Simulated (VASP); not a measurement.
# K in VASP: convergence with PREC

Aim: find how far PREC must go before the results for K settle, at PBE. This setting moves, with any that are tied to it; all else stays.

All numbers are computed with VASP 6.6.1; they aren't measurements. Logs are shortened: lines on timing, memory, paths and dates and some standing lists are left out, and cuts for length are marked.

## Step 1: The structure

The cell holds a slab with vacuum, 3 atoms: a = 4.535 Å, b = 4.535 Å, c = 22.405 Å, α = 90.00°, β = 90.00°, γ = 109.47°.

The slab is cut from a database's or a generator's crystal, which needn't be the stable form of the element.

## Step 2: With PREC Low

INCAR reads:

```
PREC     = Low            # precision mode
ENCUT    = 600            # plane-wave cutoff, eV
EDIFF    = 1E-6           # SCF threshold, eV
ISMEAR   = 0              # smearing method
SIGMA    = 0.02           # smearing width, eV
LREAL    = False          # projectors in reciprocal space
LASPH    = True           # aspherical terms in the spheres
NELM     = 80             # most SCF steps
ALGO     = Fast           # electronic algorithm
ISIF     = 2              # what is computed and relaxed
LWAVE    = False          # write WAVECAR
LCHARG   = False          # write CHGCAR
GGA      = PE             # functional
NBANDS   = 20             # bands
```

KPOINTS reads:

```
regular mesh
0
Gamma
  5 5 1
```

POSCAR reads:

```
K
1.0
    4.5345090142      0.0000000000      0.0000000000
   -1.5115030047      4.2751760977      0.0000000000
    0.0000000000      0.0000000000     22.4048222126
K
3
Direct
    0.5000000000      0.5000000000      0.3347493646
    0.0000000000      0.0000000000      0.5000000000
    0.5000000000      0.5000000000      0.6652506354
```

Potentials or basis: VASP PAW PBE potentials, release 64 (K_sv_GW).

The run is started by

```console
$ cat potpaw_PBE.64/K_sv_GW/POTCAR > POTCAR
$ mpirun -np 1 vasp_std > vasp.out
```

Run time: 2.6 min. Hardware: 1 thread of AMD EPYC 7R43 (Zen 3), shared host; peak memory 0.2 GiB.

What came out:

| Property | Result |
| --- | --- |
| Free energy | -10.2406 eV |
| Largest force | 0.017 eV/Å |
| Band gap on the k mesh | none (metal or under the smearing width) |

## Step 3: With PREC Medium

Changes to INCAR since step 2:

```diff
@@ -1,2 +1,2 @@
-PREC     = Low            # precision mode
+PREC     = Medium         # precision mode
 ENCUT    = 600            # plane-wave cutoff, eV
```

KPOINTS is that of step 2.

POSCAR is that of step 2.

Potentials or basis: VASP PAW PBE potentials, release 64 (K_sv_GW).

The run is started by

```console
$ cat potpaw_PBE.64/K_sv_GW/POTCAR > POTCAR
$ mpirun -np 1 vasp_std > vasp.out
```

Run time: 2.7 min. Hardware: 1 thread of AMD EPYC 7R43 (Zen 3), shared host; peak memory 0.19 GiB.

What came out:

| Quantity | Value |
| --- | --- |
| Free energy | -10.2406 eV |
| Largest force | 0.018 eV/Å |
| Band gap on the k mesh | none (metal or under the smearing width) |

## Step 4: With PREC Single

Changes to INCAR since step 3:

```diff
@@ -1,2 +1,2 @@
-PREC     = Medium         # precision mode
+PREC     = Single         # precision mode
 ENCUT    = 600            # plane-wave cutoff, eV
```

KPOINTS is that of step 3.

POSCAR is that of step 3.

The run is started by

```console
$ cat potpaw_PBE.64/K_sv_GW/POTCAR > POTCAR
$ mpirun -np 1 vasp_std > vasp.out
```

Run time: 6.1 min. Hardware: 1 thread of AMD EPYC 7R43 (Zen 3), shared host; peak memory 0.23 GiB.

Results:

```
Free energy            : -10.2405 eV
Largest force          : 0.017 eV/Å
Band gap on the k mesh : none (metal or under the smearing width)
```

## Step 5: With PREC Normal

Changes to INCAR since step 4:

```diff
@@ -1,2 +1,2 @@
-PREC     = Single         # precision mode
+PREC     = Normal         # precision mode
 ENCUT    = 600            # plane-wave cutoff, eV
```

KPOINTS is that of step 4.

POSCAR is that of step 4.

The run is started by

```console
$ cat potpaw_PBE.64/K_sv_GW/POTCAR > POTCAR
$ mpirun -np 1 vasp_std > vasp.out
```

Run time: 3.3 min. Hardware: 1 thread of AMD EPYC 7R43 (Zen 3), shared host; peak memory 0.34 GiB.

Results:

* Free energy: -10.2405 eV
* Largest force: 0.026 eV/Å
* Band gap on the k mesh: none (metal or under the smearing width)

## Step 6: With PREC High

Changes to INCAR since step 5:

```diff
@@ -1,2 +1,2 @@
-PREC     = Normal         # precision mode
+PREC     = High           # precision mode
 ENCUT    = 600            # plane-wave cutoff, eV
```

KPOINTS is that of step 5.

POSCAR is that of step 5.

Potentials or basis: VASP PAW PBE potentials, release 64 (K_sv_GW).

The run is started by

```console
$ cat potpaw_PBE.64/K_sv_GW/POTCAR > POTCAR
$ mpirun -np 1 vasp_std > vasp.out
```

Run time: 5.9 min. Hardware: 1 thread of AMD EPYC 7R43 (Zen 3), shared host; peak memory 0.22 GiB.

Results:

```yaml
Free_energy: -10.2405 eV
Largest_force: 0.017 eV/Å
Band_gap_on_the_k_mesh: none (metal or under the smearing width)
```

## Step 7: With PREC Accurate

Changes to INCAR since step 6:

```diff
@@ -1,2 +1,2 @@
-PREC     = High           # precision mode
+PREC     = Accurate       # precision mode
 ENCUT    = 600            # plane-wave cutoff, eV
```

KPOINTS is that of step 6.

POSCAR is that of step 6.

Potentials or basis: VASP PAW PBE potentials, release 64 (K_sv_GW).

The run is started by

```console
$ cat potpaw_PBE.64/K_sv_GW/POTCAR > POTCAR
$ mpirun -np 1 vasp_std > vasp.out
```

OUTCAR:

```text
PREC = Accurate
   ENCUT = 600
   EDIFF = 1E-6
   ISMEAR = 0
   LREAL = False
   LASPH = True
   NELM = 80
   ISIF = 2
   GGA = PE

 ion  position               nearest neighbor table
   1  0.500  0.500  0.335-
   2  0.000  0.000  0.500-
   3  0.500  0.500  0.665-

  LATTYP: Found a base centered orthorhombic cell.
 ALAT       =     5.2360000000
 B/A-ratio  =     1.4142135624
 C/A-ratio  =     4.2789958389

  Lattice vectors:

 A1 = (   4.5345090142,   0.0000000000,   0.0000000000)
 A2 = (  -1.5115030047,   4.2751760977,   0.0000000000)
 A3 = (   0.0000000000,   0.0000000000,  22.4048222126)

Analysis of symmetry for initial positions (statically):
=====================================================================
 Subroutine PRICEL returns:
 Original cell was already a primitive cell.

 Routine SETGRP: Setting up the symmetry group for a
 base centered orthorhombic supercell.

 Subroutine GETGRP returns: Found  8 space group operations
 (whereof  8 operations were pure point group operations)
 out of a pool of  8 trial point group operations.

The static configuration has the point symmetry D_2h.

Analysis of symmetry for dynamics (positions and initial velocities):
=====================================================================
 Subroutine PRICEL returns:
 Original cell was already a primitive cell.

 Routine SETGRP: Setting up the symmetry group for a
 base centered orthorhombic supercell.

 Subroutine GETGRP returns: Found  8 space group operations
 (whereof  8 operations were pure point group operations)
 out of a pool of  8 trial point group operations.

The dynamic configuration has the point symmetry D_2h.

 Subroutine INISYM returns: Found  8 space group operations
 (whereof  8 operations are pure point group operations),
 and found     1 'primitive' translations

----------------------------------------------------------------------------------------

                                     Primitive cell

  volume of cell :     434.3360

  direct lattice vectors                    reciprocal lattice vectors
     4.534509014  0.000000000  0.000000000     0.220531042  0.077969498  0.000000000
    -1.511503005  4.275176098  0.000000000     0.000000000  0.233908493  0.000000000
     0.000000000  0.000000000 22.404822213     0.000000000  0.000000000  0.044633249

  length of vectors
     4.534509014  4.534509014 22.404822213     0.233908493  0.233908493  0.044633249

  position of ions in fractional coordinates (direct lattice)
     0.500000000  0.500000000  0.334749365
[... 56 lines left out ...]
   ISTART =      0    job   : 0-new  1-cont  2-samecut
   ICHARG =      2    charge: 1-file 2-atom 10-const
   ISPIN  =      1    spin polarized calculation?
   LNONCOLLINEAR =      F non collinear calculations
   LSORBIT =      F    spin-orbit coupling
   LASPH  =      T    aspherical Exc in radial PAW
   ENCUT  =  600.0 eV  44.10 Ry    6.64 a.u.   9.06  9.06 44.75*2*pi/ulx,y,z
   NELM   =     80;   NELMIN=  2; NELMDL= -5     # of ELM steps
   EDIFF  = 0.1E-05   stopping-criterion for ELM
   LREAL  =      F    real-space projection
   EDIFFG = 0.1E-04   stopping-criterion for IOM
   NSW    =      0    number of steps for IOM
   IBRION =     -1    ionic relax: 0-MD 1-quasi-New 2-CG
   NFREE  =      0    steps in history (QN), initial steepest desc. (CG)
   ISIF   =      2    stress and relaxation
   ISYM   =      2    0-nonsym 1-usesym 2-fastsym
   POTIM  = 0.5000    time-step for ionic-motion
   TEBEG  =    0.0;   TEEND  =   0.0 temperature during run
   PSTRESS=    0.0 pullay stress
   NELECT =      27.0000    total number of electrons
   NUPDOWN=      -1.0000    fix difference up-down
   EMIN   =  10.00;   EMAX   =-10.00  energy-range for DOS
   EFERMI =   0.00;   METHOD = LEGACY
   ISMEAR =     0;   SIGMA  =   0.02  broadening in eV -4-tet -1-fermi 0-gaus
   EFERMI_NEDOS =   21; number of points for ismear=-14 and -15
   IALGO  =     68    algorithm
   IMIX   =      4    mixing-type and parameters
     AMIX     =   0.40;   BMIX     =  1.00
     AMIX_MAG =   1.60;   BMIX_MAG =  1.00
  volume/ion in A,a.u.               =     144.78       977.01
  Fermi-wavevector in a.u.,A,eV,Ry     =   0.648516  1.225518  5.722247  0.420573
  Thomas-Fermi vector in A             =   1.717174
   LORBIT       =      0    0 simple, 1 ext, 2 COOP (PROOUT), +10 PAW based schemes
   GGA     = PE    functional components
   LHFCALC =     F    Hartree Fock is set to
   AEXX    =    0.0000 exact exchange contribution
   IVDW    =     0    specifies the selected vdW correction
   LEPSILON=     F    determine dielectric tensor
   LRPA    =     F    only Hartree local field effects (RPA)
 non-spin polarized calculation
 RMM-DIIS sequential band-by-band and
 Gauss-broadening in eV      SIGMA  =   0.02
  energy-cutoff  :      600.00
  volume of cell :      434.34
 maximum number of plane-waves:     14522
   NGX = 19   NGY = 19   NGZ = 89

 number of electron      27.0000000 magnetization

 Free energy of the ion-electron system (eV)
  ---------------------------------------------------
  ext. energy  EPLUGINS =         0.00000000
  ---------------------------------------------------
  free energy    TOTEN  =       -10.24051699 eV

  energy without entropy =      -10.23958438  energy(sigma->0) =      -10.24005068

 E-fermi :  -0.6799     XC(G=0):  -3.4401

 val. band max:       -0.7396290868   @ k =   0.2000   0.0000   0.0000
 cond. band min:      -0.6636092188   @ k =   0.4000   0.0000   0.0000
 fundamental gap:      0.0760198680
 Fermi energy:        -0.6798807260

 k-point     1 :       0.0000    0.0000    0.0000
  band No.  band energies     occupation
      1     -32.9397      2.00000
      2     -32.9397      2.00000
      3     -32.7344      2.00000
      4     -16.4367      2.00000
      5     -16.4339      2.00000
      6     -16.3893      2.00000
[... 196 lines left out ...]
     19       2.5460      0.00000
     20       2.7409      0.00000

------------------------ aborting loop because EDIFF is reached ----------------------------------------

  FORCE on cell =-STRESS in cart. coord.  units (eV):
  Direction    XX          YY          ZZ          XY          YZ          ZX
  --------------------------------------------------------------------------------------
  -------------------------------------------------------------------------------------
  Total        0.0622595     -0.2433103      0.1123951     -0.4321410      0.0000000      0.0000000
  in kB        0.2296628     -0.8975223      0.4146029     -1.5940804      0.0000000      0.0000000
  external PRESSURE =      -0.0844189 kB  Pullay stress =       0.0000000 kB

 VOLUME and BASIS-vectors are now :
 -----------------------------------------------------------------------------
  energy-cutoff  :      600.00
  volume of cell :      434.34
      direct lattice vectors                 reciprocal lattice vectors
     4.534509014  0.000000000  0.000000000     0.220531042  0.077969498  0.000000000
    -1.511503005  4.275176098  0.000000000     0.000000000  0.233908493  0.000000000
     0.000000000  0.000000000 22.404822213     0.000000000  0.000000000  0.044633249

 POSITION                                       TOTAL-FORCE (eV/Angst)
 -----------------------------------------------------------------------------------
      1.51150      2.13759      7.50000         0.000000     -0.000000     -0.018027
      0.00000      0.00000     11.20241         0.000000      0.000000      0.000000
      1.51150      2.13759     14.90482        -0.000000      0.000000      0.018027
 -----------------------------------------------------------------------------------
    total drift:                                0.000000     -0.000000      0.000000

  FREE ENERGIE OF THE ION-ELECTRON SYSTEM (eV)
  ---------------------------------------------------
  free  energy   TOTEN  =       -10.2405169885 eV

  energy  without entropy=      -10.2395843804  energy(sigma->0) =      -10.24005068
```

stdout:

```text
POSCAR found type information on POSCAR K
 POSCAR found :  1 types and       3 ions
 scaLAPACK will be used
 LDA part: xc-table for (Slater+PW92), standard interpolation
 POSCAR, INCAR and KPOINTS ok, starting setup
 FFT: planning ... GRIDC
 FFT: planning ... GRID_SOFT
 FFT: planning ... GRID
 WAVECAR not read
 entering main loop
WARNING in EDDRMM: call to ZHEGV failed, returncode =   6  3     13
```

Run time: 6.5 min. Hardware: 1 thread of AMD EPYC 7R43 (Zen 3), shared host; peak memory 0.48 GiB.

What came out:

* Free energy: -10.2405 eV
* Largest force: 0.018 eV/Å
* Band gap on the k mesh: none (metal or under the smearing width)

## Step 8: Result

```
    PREC  energy less the tightest run, at zero smearing (meV/atom)  largest force (eV/Å)  SCF cycles  CPU time (s)  peak memory (GiB)
     Low                                                      -0.02                 0.017          24           150                0.2
  Medium                                                      -0.03                 0.018          24           160               0.19
  Single                                                       0.00                 0.017          24           370               0.23
  Normal                                                       0.00                 0.026          26           190               0.34
    High                                                       0.00                 0.017          24           350               0.22
Accurate                                                       0.00                 0.018          25           390               0.48
```

Against the tightest run, the energy stays within 1 meV/atom from Low on; the largest force stays within 0.005 eV/Å from High on. The tightest run that finished is the yardstick and may itself not be fully converged.
